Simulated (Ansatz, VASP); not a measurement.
# One calculation of SnSe, two programs

File INCAR:

```
PREC = Accurate
ENCUT = 520
EDIFF = 1E-6
ISMEAR = -1
SIGMA = 0.01
LREAL = F
LASPH = T
NELM = 80
ALGO = Normal
ISIF = 2
LWAVE = F
LCHARG = T
GGA = PE
LELF = T
LVHAR = T
NBANDS = 17
```

Contents of KPOINTS:

```
regular mesh
0
Gamma
  9 9 9
```

The input POSCAR:

```
SnSe
1.0
    0.0000000000      3.0100000000      3.0100000000
    3.0100000000      0.0000000000      3.0100000000
    3.0100000000      3.0100000000      0.0000000000
Sn Se
1 1
Direct
    0.0000000000      0.0000000000      0.0000000000
    0.5000000000      0.5000000000      0.5000000000
```

Input for Ansatz:

```yaml
crystal:
  lattice:
    - [0.0, 3.01, 3.01]
    - [3.01, 0.0, 3.01]
    - [3.01, 3.01, 0.0]
  atoms:
    - { symbol: Sn, position: [0.0, 0.0, 0.0] }
    - { symbol: Se, position: [0.5, 0.5, 0.5] }
kpoints:
  mp_grid: { grid: [9, 9, 9] }
scf:
  occupations: { method: fermi_dirac, width: 0.01 }
hamiltonian:
  xc: pbe
  pseudopotentials: { kind: all_electron, lapw: { basis_error: 0.00025 } }
output:
  forces: true
  stress: true
  eigenvalues: true
```

Alike in both runs: task single point; functional PBE; k mesh 9 × 9 × 9; occupations fermi-dirac, width 0.01 eV; no spin polarisation.

|  | VASP | Ansatz |
| --- | --- | --- |
| version | VASP 6.6.1 | Ansatz 0.2.0 |
| potentials or method | VASP PAW PBE potentials, release 64 (Sn_d, Se) | all-electron LAPW, scalar-relativistic |
| plane-wave cutoff (eV) | 520 | see its input |

```csv
,VASP,Ansatz,Ansatz less VASP
gap on the k mesh at the Fermi level (eV),0.63,0.63,+0.001
pressure (GPa),1.0,1.0,+0.01
```

Ansatz ran all-electron here, so the differences hold the error of VASP's frozen core and of both bases.
